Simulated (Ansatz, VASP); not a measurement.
## One calculation of MgO, two programs

INCAR

```
SYSTEM = MgO
  PREC = Accurate
  ENCUT = 520
  EDIFF = 1E-6
  ISMEAR = 0
  SIGMA = 0.05
  LREAL = .False.
  LASPH = .True.
  NELM = 100
  ALGO = Normal
  ISIF = 2
  LWAVE = .False.
  LCHARG = .False.
  GGA = PS
  NBANDS = 16
```

KPOINTS

```
regular mesh
0
Gamma
  9 9 6
  0 0 0
```

The input POSCAR:

```
MgO
1.0
    3.3034677759      0.0000000000      0.0000000000
   -1.6517338880      2.8608870145      0.0000000000
    0.0000000000      0.0000000000      5.0193881071
Mg O
2 2
Direct
    0.3522085981      0.7044171963      0.0036583441
    0.6477914019      0.2955828037      0.5036583441
    0.3158227165      0.6316454330      0.4009416559
    0.6841772835      0.3683545670      0.9009416559
```

Input for Ansatz:

```yaml
crystal:
  lattice:
    - [3.3034677759, 0.0, 0.0]
    - [-1.651733888, 2.8608870145, 0.0]
    - [0.0, 0.0, 5.0193881071]
  atoms:
    - { symbol: Mg, position: [0.3522085981, 0.7044171963, 0.0036583441] }
    - { symbol: Mg, position: [0.6477914019, 0.2955828037, 0.5036583441] }
    - { symbol: O, position: [0.3158227165, 0.631645433, 0.4009416559] }
    - { symbol: O, position: [0.6841772835, 0.368354567, 0.9009416559] }
basis:
  ecutwfc: 520.0
kpoints:
  mp_grid: { grid: [9, 9, 6] }
hamiltonian:
  xc: pbesol
  pseudopotentials: { kind: paw, azcp: { folder: soft_1 } }
scf:
  occupations: { method: gaussian, width: 0.05 }
output:
  forces: true
  stress: true
  eigenvalues: true
```

Change from the starting cell: mode 4 frozen in at -0.000 Å and mode 5 at +0.108 Å (largest displacements).

Alike in both runs: task single point; functional PBEsol; k mesh 9 × 9 × 6; occupations gaussian, width 0.05 eV; no spin polarisation.

|  | VASP | Ansatz |
| --- | --- | --- |
| version | VASP 6.6.1 | Ansatz 0.2.0 |
| potentials or method | VASP PAW PBE potentials, release 64 (Mg, O) | scalar-relativistic, plane waves, PAW |
| plane-wave cutoff (eV) | 520 | 520 |
| valence electrons in the cell | 16 | 32 |

Ansatz gave:

```
gap on the k mesh at the Fermi level (eV)       : 3.28
least direct gap on the mesh (eV)               : 3.28
pressure (GPa)                                  : -0.2
largest component of the traceless stress (GPa) : 0.45
rms of the force components (eV/Å)              : 0.182
```

**Question.** What did VASP give for the same quantities?

**Answer.** gap on the k mesh at the Fermi level (eV): 3.28; least direct gap on the mesh (eV): 3.28; pressure (GPa): -0.5; largest component of the traceless stress (GPa): 0.47; rms of the force components (eV/Å): 0.184.

Atom by atom the forces differ by 0.002 eV/Å (rms over components). The functional is the same, so the differences come from potentials, cutoffs and numerics. The two sets of potentials don't hold the same shells in valence. Ansatz warned: «pseudo_functional_mismatch».

Caveats: the PAW data sets were made with another functional, which shifts forces and pressure a little (VASP); an odd mesh through Γ misses points on the zone boundary, where band edges often lie.
